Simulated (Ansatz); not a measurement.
# Relaxing CoSi₃

Computed with DFT PBE, scalar-relativistic, plane waves, PAW (Ansatz 0.2.0). Cutoff 420 eV, Γ-centred k mesh, Gaussian smearing, no spin polarisation in the final step.

CoSi₃ was placed on the ReO3 structure type (Pm-3m, No. 221), with Co in place of Re, Si in place of O, at a guessed volume.

```
CELL_PARAMETERS angstrom
4.10353 0.00000 0.00000
0.00000 4.10353 0.00000
0.00000 0.00000 4.10353
ATOMIC_POSITIONS crystal
Co 0.00000 0.00000 0.00000
Si 0.50000 0.00000 0.00000
Si 0.00000 0.50000 0.00000
Si 0.00000 0.00000 0.50000
```

Cell and atoms relax at zero pressure; the relaxation can't lower the symmetry of the start. After a coarse first stage the cell is made exact in the group found at 0.06 Å.

The zero of energy is the elements' standard structures at the same level; no fitted shifts are applied.

(1) Which crystal results?

(2) What are its volume, energy, density and gap?

Results:

(1) It keeps Pm-3m (No. 221). The result has the ReO3 structure. Conventional cell: a = 4.313 Å. Around Co lie 6 Si at 2.16 Å; around Si lie 2 Co at 2.16 Å.

```cif
data_structure
_symmetry_space_group_name_H-M 'Pm-3m'
_symmetry_Int_Tables_number 221
_cell_length_a 4.3131
_cell_length_b 4.3131
_cell_length_c 4.3131
_cell_angle_alpha 90.000
_cell_angle_beta 90.000
_cell_angle_gamma 90.000
_cell_volume 80.24
loop_
_atom_site_label
_atom_site_type_symbol
_atom_site_symmetry_multiplicity
_atom_site_Wyckoff_symbol
_atom_site_fract_x
_atom_site_fract_y
_atom_site_fract_z
_atom_site_occupancy
Co1 Co 1 a 0.00000 0.00000 0.00000 1
Si1 Si 3 d 0.50000 0.00000 0.00000 1
```

(2) The volume per atom is 20.06 Å³. The density is 2.96 g/cm³, the energy over the elements is 0.51 eV/atom and the gap on the 12×12×12 mesh is 0 eV (a metal).

The final run used a 12×12×12 mesh on its 4-atom cell and 0.10 eV smearing. For metals, differences of a few meV/atom aren't resolved. Symmetry constrained the relaxation, so the result can be a saddle point.

Cost: 3 runs of about 1.6 core-minutes in all, on Intel Xeon Processor @ 2.50GHz (Skylake/Cascade Lake) (shared hosts).